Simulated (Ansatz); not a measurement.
## How RbCl absorbs and reflects light

What colour and refractive index does RbCl have at this level of theory? The cell comes from an older database entry, whose edges can differ from later determinations, mostly by under a per cent.

Main program and level: Ansatz 0.2.0; DFT, PBE, plane-wave PAW, default files, scalar-relativistic, independent-particle optical response without local fields.

The database entry behind the starting cell differs from later determinations by our own check (about 0.5 % short), so it need not match the best structure at ambient conditions.

**1. The structure**

The structure is cubic, space group Fm-3m (No. 225). The conventional cell has a = 6.548 Å, b = 6.548 Å, c = 6.548 Å, α = 90.00°, β = 90.00°, γ = 90.00°. Nearest to Rb lie 6 Cl at 3.27 Å. Nearest to Cl lie 6 Rb at 3.27 Å. Farther neighbours and most contacts between anions are not listed.

**2. Ground state and bands**

The self-consistent density comes first; it also tells whether there is a gap, which decides the occupations and the need for a Drude term.

This step: DFT, PBE, plane-wave PAW, default files, scalar-relativistic, ground state (Ansatz 0.2.0).

Contents of input.yaml:

```yaml
crystal:
  lattice:
    - [0.0, 3.274, 3.274]
    - [3.274, 0.0, 3.274]
    - [3.274, 3.274, 0.0]
  atoms:
    - { symbol: Rb, position: [0.0, 0.0, 0.0] }
    - { symbol: Cl, position: [0.5, 0.5, 0.5] }
kpoints:
  mp_grid: { grid: [6, 6, 6] }
  band_path:
    path:
      - [[0.0, 0.0, 0.0], [0.5, 0.0, 0.5], [0.5, 0.25, 0.75], [0.375, 0.375, 0.75], [0.0, 0.0, 0.0], [0.5, 0.5, 0.5], [0.625, 0.25, 0.625], [0.5, 0.25, 0.75], [0.5, 0.5, 0.5], [0.375, 0.375, 0.75]]
      - [[0.625, 0.25, 0.625], [0.5, 0.0, 0.5]]
    npoints: 6
scf:
  occupations: { method: fermi_dirac, width: 0.05 }
  n_extra_bands: 6
hamiltonian:
  xc: pbe
  pseudopotentials: { kind: paw }
output:
  forces: true
  stress: true
  populations: true
  write_bands: true
  write_density: true
  write_potential: true
  elf: true
  volumetric_format: npy
```

The run is started by

```console
> ansatz run input.yaml --threads 4 --pin off --max-ram 8192MiB --backend cpu --events-out ev --progress --plain --runs-dir out
```

Numbers of over 12 decimals in the logs are rounded to 6 here.

The program printed:

```text
scf.n_extra_bands = 6 over 8 filled bands (N_el = 16.0): the run solves 14 bands
Engine: ansatz 0.2.0, x86_64-unknown-linux-gnu
Pseudopotentials: kind: paw
Pseudopotential: Rb, paw, valence charge 9, recommended cutoff 420 eV (normal), Rb.paw.azcp
Pseudopotential: Cl, paw, valence charge 7, recommended cutoff 420 eV (normal), Cl.paw.azcp
Functional definition: PBE
  parameter kappa = 0.804
  parameter beta = 0.066725
  exchange = pbe_x(kappa = kappa, mu = beta*pi^2/3)
  correlation = pbe_c(beta = beta)
Crystal: 2 atoms, lattice volume = 70.189 Å³
Basis set: ecut = 420 eV, 1363 PW (Γ), exchange–correlation on 64×64×64 points (8 copies of the dense FFT grid, shifted against one another)
Bands: 14, of which v1, the nominal top of the filled ones, is band 8 counted from 1 (7 counted from 0)
Symmetry: 48 space group operations
Space group: Fm-3m (ITA 225), of the structure as read, at distance tolerance 4.1e-5 Å
k-points: 16 of 216
Non-local potential: Rb, projectors of the file, l = 0: 3, l = 1: 2, l = 2: 2
Non-local potential: Cl, projectors of the file, l = 0: 2, l = 1: 2, l = 2: 2
PAW form: soft (Blöchl's): semilocal exchange-correlation on the pseudo side does not see the compensation charge
PAW one-centre angular grid: Rb, 110 points (default); XC on 64 Gauss nodes
PAW one-centre angular grid: Cl, 110 points (default); XC on 64 Gauss nodes
Initial density: superposition of atomic densities (neutral atoms: chi_scale 0, normalization atom), corrected by the library's trained network
Initial wavefunctions: pseudopotential atomic-orbital guess
Functional: x = pbe(κ = 0.804, μ = 0.219515), c = pbe(β = 0.066725)
SCF iter   1: F=—  HF=-4350.748113 eV  |F-HF|=—  |Δ(HF+E_count)|=         —  Δρ=2.91e-4  dr2=9.45e-5  ethr=1.77e-3  ⟨swp⟩=8.9  Hψ=1574  notcnv=0
preconditioner: auto → none  [insulator: Δε(μ)=5.044 eV  Ē_g=14.546 eV  σ=0.050 eV  W_gap=1.00  n_scr=14 (ndim 8)  ℏωp=16.6 eV  f_vac=0.096  D(μ)=0.00/eV (n_scr^D=0)  ε∞_Penn≈2.3]
SCF iter   2: F=—  HF=-4350.748417 eV  |F-HF|=—  |Δ(HF+E_count)|=   3.04e-4  Δρ=1.27e-4  dr2=8.34e-6  ethr=5.91e-7  ⟨swp⟩=3.7  Hψ=612  notcnv=0
SCF iter   3: F=—  HF=-4350.748422 eV  |F-HF|=—  |Δ(HF+E_count)|=   5.45e-6  Δρ=5.30e-5  dr2=1.09e-6  ethr=5.21e-8  ⟨swp⟩=2.1  Hψ=257  notcnv=0
iter 4 did not close the SCF: its close was put off for the readings that it lacked (scf_convergence_deferred on its scf_iter line)
SCF iter   4: F=-4350.748427 eV  HF=-4350.748427 eV  |F-HF|=2.19e-7  |Δ(HF+E_count)|=   4.90e-6  Δρ=1.04e-5  dr2=7.17e-8  ethr=6.79e-9  ⟨swp⟩=2.1  Hψ=306  notcnv=0
iter 5 did not close the SCF: its close was put off for the readings that it lacked (scf_convergence_deferred on its scf_iter line)
SCF iter   5: F=-4350.748427 eV  HF=-4350.748427 eV  |F-HF|=2.73e-9  |Δ(HF+E_count)|=   2.45e-7  Δρ=1.61e-6  dr2=1.87e-9  ethr=4.48e-10  ⟨swp⟩=2.0  Hψ=313  notcnv=0
SCF iter   6: F=-4350.748427 eV  HF=-4350.748427 eV  |F-HF|=8.37e-11  |Δ(HF+E_count)|=   3.69e-9  Δρ=4.00e-7  dr2=1.20e-10  ethr=1.17e-11  ⟨swp⟩=9.8  Hψ=1500  notcnv=0
SCF 1 converged in 6 iterations: F = -4350.748427 eV  dr2 = 1.20e-10
  greatest PAW one-centre occupation: 0.973 electrons in one spin orbital (limit 2), on the Rb atom at site 0 (counted from 0), in its partial waves of l = 0
NSCF: frozen V_eff on 62 k-points
SCF converged after 6 iterations
Free energy (F): -4350.748427 eV
Harris-Foulkes:  -4350.748427 eV  (|F-HF|=8.37e-11)
Internal energy: -4350.748427 eV  (E = F + TS)
E sigma→0 (E₀):  -4350.748427 eV
Fermi energy:    3.704922 eV
--- Per-component energies (eV) ---
  E_band       = -104.104550
  E_kinetic    = 355.262116
  E_local      = -803.388714  (includes V_loc(G=0)·N_el)
  E_nonlocal   = 201.649831
  E_hartree    = 218.439120
  E_xc         = -239.022293
  E_vxc        = -260.610772  (∫ρ·V_xc dr)
  E_paw        = -3277.349760  (= ΣΔE_a)
  E_vpaw       = -33.895249  (= ΣTr[D̂ρ^β])
  E_aug_tail   = 0.000089  (compensation charges beyond the density's cutoff)
  E_ewald      = -806.338818
  E_smearing   = -0.000000  (= −TS)
  E_closure    = -0.000000  (closes the sum)
  Σ components = -4350.748427   (vs F -4350.748427, Δ=0.00e0)
--- Forces (eV/Å), atoms counted from 1 ---
  atom   1  Rb    -0.00000000     0.00000000     0.00000000
  atom   2  Cl     0.00000000    -0.00000000     0.00000000
  max |Σ_I F_I| component: 1.58e-29 eV/Å
--- Stress (GPa, compression-positive) ---
        1.150438       0.000000      -0.000000
       -0.000000       1.150438       0.000000
       -0.000000      -0.000000       1.150438
  P = ⅓ Tr σ = 1.1504 GPa (11.504 kbar)
--- Band table (eV; the first three rows and the last of 16) ---
  k-point 0: bands = [... 4 lower, -6.8293, 1.1031, 1.1031, 1.1031, 6.1533, 9.0976, 9.0976, 9.0976, ... 2 higher]
  k-point 1: bands = [... 4 lower, -6.8216, 0.8411, 1.0106, 1.0106, 6.7832, 8.9295, 9.4459, 9.4459, ... 2 higher]
  k-point 2: bands = [... 4 lower, -6.8065, 0.4082, 0.8360, 0.8360, 8.1305, 8.9403, 10.4114, 10.4114, ... 2 higher]
  k-point 15: bands = [... 4 lower, -6.8460, 0.7353, 0.8212, 0.9268, 8.0089, 9.7016, 9.9823, 11.0057, ... 2 higher]
--- Löwdin populations: 2 sites ---
  site symbol       q [e]
     0     Rb      8.2194
     1     Cl      7.7230
  spilling = 0.003601 (of n_electrons = 16.000000)
```

Wall time 1.9 s (4 threads of AMD EPYC 9B14 (Zen 4), shared host); peak memory 0.39 GiB.

The column dr2 measures how far the density is from self-consistency, as an energy; F and HF (Harris–Foulkes) agree once it is small.

This step gave:

```
free energy                  : -4350.7484 eV
Fermi energy                 : 3.705 eV
gap by band count            : 5.050 eV
electrons                    : 16
symmetry operations          : 48
pressure                     : 1.150 GPa
gap on the k-mesh            : 5.050 eV
volume                       : 70.19 Å³
gap on the path              : 5.050 eV
least direct gap on the path : 5.050 eV
```

There is a gap, 5.05 eV on the path, so no carriers' term is needed. The cell is left with a pressure of 1.2 GPa, as it stands unrelaxed at this level.

Electronic bands along the path, in eV, zero at the Fermi level; v1 is the highest filled band, c1 the lowest empty one:

```
    point      v4     v3     v2     v1    c1    c2    c3    c4
        Γ  -10.53  -2.60  -2.60  -2.60  2.45  5.39  5.39  5.39
  halfway  -10.55  -3.14  -2.67  -2.67  3.82  4.28  6.85  6.93
        X  -10.64  -2.92  -2.70  -2.70  3.59  5.53  7.20  7.47
  halfway  -10.58  -2.90  -2.88  -2.75  4.00  6.00  6.44  7.51
        W  -10.52  -3.06  -2.84  -2.84  5.09  5.09  6.80  6.83
  halfway  -10.54  -3.04  -2.87  -2.82  4.55  5.76  6.58  7.12
        K  -10.59  -3.01  -2.88  -2.83  4.35  6.16  6.54  7.21
  halfway  -10.51  -3.21  -2.88  -2.71  4.12  5.02  6.23  6.95
        Γ  -10.53  -2.60  -2.60  -2.60  2.45  5.39  5.39  5.39
  halfway  -10.52  -3.09  -2.78  -2.78  3.73  5.18  6.16  6.16
        L  -10.50  -3.48  -2.95  -2.95  5.19  5.43  7.61  7.61
  halfway  -10.54  -3.31  -2.91  -2.91  5.05  5.46  7.25  7.72
        U  -10.59  -3.01  -2.88  -2.83  4.35  6.16  6.54  7.21
  halfway  -10.54  -3.04  -2.87  -2.82  4.55  5.76  6.58  7.12
        W  -10.52  -3.06  -2.84  -2.84  5.09  5.09  6.80  6.83
  halfway  -10.52  -3.26  -2.90  -2.89  5.16  5.29  7.20  7.36
        L  -10.50  -3.48  -2.95  -2.95  5.19  5.43  7.61  7.61
  halfway  -10.54  -3.31  -2.91  -2.91  5.05  5.46  7.25  7.72
        K  -10.59  -3.01  -2.88  -2.83  4.35  6.16  6.54  7.21
jump to U  -10.59  -3.01  -2.88  -2.83  4.35  6.16  6.54  7.21
  halfway  -10.63  -2.91  -2.80  -2.74  3.80  5.80  6.82  7.66
        X  -10.64  -2.92  -2.70  -2.70  3.59  5.53  7.20  7.47
```

Electrostatic potential energy in the ac plane of the conventional cell at fractional y = 0.000, with atoms of Rb and Cl within 0.2 Å of it. With pseudopotentials it is smooth inside the atoms' cores, unlike the true potential.

Ten even steps from '0' (-98 eV) to '9' (7 eV), each cell a mean:
```
027999975458999850
468999987679999975
889999999999999998
999999999999999999
999999999999999999
999999999999999999
899999987789999998
569999862148999975
458999840017999964
458999850027999975
679999975468999987
999999998889999999
999999999999999999
999999999999999999
999999999999999999
789999998899999987
148999975569999862
017999964458999840
```

Valence density in the ac plane of the conventional cell at fractional y = 0.000, with atoms of Rb and Cl within 0.2 Å of it. It is the smooth field of the valence electrons, not physical close to the nuclei.

Values in e/Å³, 10 rows by 16 columns, each cell a mean:
```
1.8 1.6 0.6 0.1 0.1 0.3 1.0 1.5 1.3 1.4 0.5 0.1 0.1 0.3 1.2 1.8
0.5 0.3 0.1 0.0 0.0 0.1 0.2 0.4 0.5 0.3 0.1 0.1 0.0 0.1 0.2 0.5
0.1 0.1 0.0 0.0 0.0 0.0 0.1 0.1 0.1 0.1 0.0 0.0 0.0 0.0 0.1 0.1
0.8 0.5 0.2 0.1 0.0 0.1 0.4 0.8 0.9 0.6 0.2 0.1 0.0 0.1 0.4 0.7
1.0 1.5 0.6 0.2 0.1 0.4 1.4 1.9 1.7 1.8 0.7 0.1 0.1 0.4 1.2 1.4
1.3 1.4 0.5 0.1 0.1 0.3 1.2 1.8 1.8 1.6 0.6 0.1 0.1 0.3 1.0 1.5
0.5 0.3 0.1 0.1 0.0 0.1 0.2 0.5 0.5 0.3 0.1 0.0 0.0 0.1 0.2 0.4
0.1 0.1 0.0 0.0 0.0 0.0 0.1 0.1 0.1 0.1 0.0 0.0 0.0 0.0 0.1 0.1
0.9 0.6 0.2 0.1 0.0 0.1 0.4 0.7 0.8 0.5 0.2 0.1 0.0 0.1 0.4 0.8
1.7 1.8 0.7 0.1 0.1 0.4 1.2 1.4 1.0 1.5 0.6 0.2 0.1 0.4 1.4 1.9
```

(Continued in part 2 of 2.)

[Logs are printed without paths, hosts, clocks, repeated set-up lines and the standing remarks that a program may print on its own settings, such as how far it seeks lower states.]

[Hosts, paths, dates, database ids (printed as entryN), source tags and the programs' standing remarks are cut or masked in the printed files.]
